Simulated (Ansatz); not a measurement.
# SnO: the cost of one run

Method: DFT LDA, scalar-relativistic, plane waves, PAW, in Ansatz 0.2.0.

### 1 The structure to begin with

It takes space group P4/nmm (No. 129, tetragonal). The conventional cell has a = 3.802 Å, b = 3.802 Å, c = 4.836 Å, α = 90.00°, β = 90.00°, γ = 90.00°. Sn (site symmetry 4mm) is surrounded by 4 O at 2.22 Å. O (site symmetry -4m2) is surrounded by 4 Sn at 2.22 Å.

As a file:

```cif
data_structure
_symmetry_space_group_name_H-M 'P4/nmm:1'
_symmetry_Int_Tables_number 129
_cell_length_a 3.8020
_cell_length_b 3.8020
_cell_length_c 4.8360
_cell_angle_alpha 90.000
_cell_angle_beta 90.000
_cell_angle_gamma 90.000
_cell_volume 69.91
loop_
_atom_site_label
_atom_site_type_symbol
_atom_site_symmetry_multiplicity
_atom_site_Wyckoff_symbol
_atom_site_fract_x
_atom_site_fract_y
_atom_site_fract_z
_atom_site_occupancy
Sn1 Sn 2 c 0.00000 0.50000 0.23850 1
O1 O 2 a 0.00000 0.00000 0.00000 1
```

No relaxation comes first: the listed cell is the starting point.

### 2 The reference cell

The reference gives a free energy of -12869.5601 eV, pressure -2.95 GPa, largest force 0.274 eV/Å and gap on the mesh 0.10 eV. It was computed beforehand with the settings of the runs below.

### 3 Setting up one atom moved over a plane

Atom 3 (O) is moved by p along (1.000, 0.000, 0.000) and q along (0.000, 0.000, 1.000) (Å), all else fixed; its images in the other cells move with it. Points alike by symmetry are run once.

### 4 Point p = -0.600, q = -0.600

The input, input.yaml:

```yaml
crystal:
  lattice:
    - [3.802, 0.0, 0.0]
    - [0.0, 3.802, 0.0]
    - [0.0, 0.0, 4.836]
  atoms:
    - { symbol: Sn, position: [0.0, 0.5, 0.2385] }
    - { symbol: Sn, position: [0.5, 0.0, 0.7615] }
    - { symbol: O, position: [-0.1578116781, 0.0, -0.1240694789] }
    - { symbol: O, position: [0.5, 0.5, 0.0] }
basis:
  ecutwfc: 350.0
kpoints:
  mp_grid: { grid: [6, 6, 4] }
hamiltonian:
  xc: lda
scf:
  occupations: { method: gaussian, width: 0.03 }
output:
  forces: true
  stress: true
  eigenvalues: true
```

Launch:

```bash
$ ansatz run input.yaml --threads 1 --pin off --max-ram 2560MiB --backend cpu --events-out ev --progress --plain --runs-dir out
```

Q: Estimate wall time and peak memory on 1 thread of Intel Xeon 6975P-C (Granite Rapids), shared host.

About 3.1 s, with a peak of 0.41 GiB.
